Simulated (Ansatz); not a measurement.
Working through a Berry-phase polarisation of MgTe, space group F-43m

Computed with the Ansatz DFT code, driven from Python.

Run as a notebook:

```python
import warnings

import ansatz
from ase import Atoms
import numpy as np

XC = "pbe"
K_SPACING = 0.36
TOLERANCE = 1e-07
OCCUPATIONS = "fixed"
```

```python
warnings.simplefilter("ignore", ansatz.DeckWarning)
```

```python
atoms = Atoms(
    ["Mg", "Te"],
    scaled_positions=[
        [0.0, 0.0, 0.0],
        [0.75, 0.75, 0.75],
    ],
    cell=[
        [0.0, 3.23199882, 3.23199882],
        [3.23199882, 0.0, 3.23199882],
        [3.23199882, 3.23199882, 0.0],
    ],
    pbc=True,
)
xtal = ansatz.Crystal.from_ase(atoms)
```

```python
def solve(structure):
    return (
        structure.calculation()
        .functional(XC)
        .pseudopotentials("paw")
        .basis(16 * ansatz.Ha)
        .kpoints(spacing=K_SPACING)
        .scf(tolerance=TOLERANCE)
        .occupations(OCCUPATIONS)
        .polarization()
        .run()
        .polarization()
    )
```

```python
vectors = np.array(xtal.lattice.vectors)
shifted = xtal.move(1, to=np.array(xtal.sites[1].position) + 0.01 * np.linalg.inv(vectors)[2])
before, after = solve(xtal), solve(shifted)
for label, p in (("as typed", before), ("shifted", after)):
    print(label, "reduced polarisation:", [round(axis.reduced, 4) for axis in p.axes], "modulo", p.modulus)
# take the change on the nearest branch, then turn it into a dipole per cell
change = np.array([b.reduced - a.reduced for a, b in zip(before.axes, after.axes)])
change -= before.modulus * np.round(change / before.modulus)
dipole = change @ vectors
print("dipole change (e A):", np.round(dipole, 4) + 0.0)
print("column of the Born charge of", xtal.sites[1].symbol, "for a shift along z:", np.round(dipole / 0.01, 2) + 0.0)
```

    as typed reduced polarisation: [12.5, 12.5, 12.5] modulo 2
    shifted reduced polarisation: [12.497, 12.497, 12.503] modulo 2
    dipole change (e A): [ 0.      0.     -0.0192]
    column of the Born charge of Te for a shift along z: [ 0.    0.   -1.92]

This cell is a computed structure, which may not be the phase found in nature. Polarisation is defined up to a quantum, so only the change along a continuous path has meaning. Timing: 9.3 s on 1 thread of Arm Neoverse V2, on a shared host, peak memory 0.4 GiB.

(Lines on the test bed's own set-up are left out of the output.)
